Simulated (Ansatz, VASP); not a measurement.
## One calculation of BN, two programs

```
B N
1.0
     0.00000    1.83129    1.83129
     1.83129    0.00000    1.83129
     1.83129    1.83129    0.00000
B N
1 1
Direct
  0.00000 0.00000 0.00000
  0.25000 0.25000 0.25000
```

Change from the starting cell: volume scaled by 1.04, ions relaxed.

Alike in both runs: functional PBE; k mesh 14 × 14 × 14; occupations fermi-dirac, width 0.02 eV; no spin polarisation.

Ansatz relaxed the structure, and its values are those at the end. VASP's run is a single point on that final structure, the one shown.

```csv
,VASP,Ansatz
version,VASP 6.6.1,Ansatz 0.2.0
potentials or method,"VASP PAW PBE potentials, release 64 (B, N)","plane-wave PAW, scalar-relativistic"
plane-wave cutoff (eV),520,420
valence electrons in the cell,8,8
```

Ansatz gave:

| Property | Result |
| --- | --- |
| gap on the k mesh at the Fermi level (eV) | 4.43 |
| pressure (GPa) | -10.9 |

Task: What did VASP give for the same quantities?

Result: gap on the k mesh at the Fermi level (eV): 4.42; pressure (GPa): -10.8.

Ansatz warned: «stress_scf_threshold_loose».

A k mesh can miss the band edges.
